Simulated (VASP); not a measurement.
**Cl: single point with PBEsol**

Crystal: Cl.

```
Cl
1.0
    -1.69911    1.69911    1.69911
     1.69911   -1.69911    1.69911
     1.69911    1.69911   -1.69911
Cl
1
Direct
  0.00000 0.00000 0.00000
```

The cell was built by a generator and needn't be a form met in nature.

| Quantity | Value |
| --- | --- |
| Program | VASP 6.6.1 |
| Task | single point |
| Functional | PBEsol |
| Potentials or basis | VASP PAW PBE potentials, release 64 (Cl) |
| Cutoff | 520 eV |
| k mesh | 14 × 14 × 14 |
| Occupations | fermi-dirac, width 0.136057 eV |
| Spin | no spin polarisation |

```yaml
Pressure: -0.4 GPa
Band_gap_on_the_k_mesh: none (metal or under the smearing width)
```

Levels at points of the mesh, in eV from the Fermi level:
```
           k point  band 1  band 2  band 3  band 4  band 5  band 6  band 7  band 8  band 9
(0.00, 0.00, 0.00)  -15.98    0.79    0.79    0.79   10.08   14.06   14.06   14.06   17.10
(0.50, 0.00, 0.00)  -13.90   -5.15   -0.84    0.50    8.80   10.82   18.17   18.29   19.17
(0.50, 0.50, 0.50)  -12.62   -2.85   -2.85   -2.85    7.19    7.19   21.88   21.89   21.89
```

Wall time 4.7 s on 1 thread of Intel(R) Xeon(R) 6975P-C (Granite Rapids), on a shared host, peak memory 0.14 GiB.

Caveat: the PAW data sets were made with another functional, which shifts forces and pressure a little; an odd number of electrons without spin polarisation forces a metal; a magnetic or distorted state may lie lower.
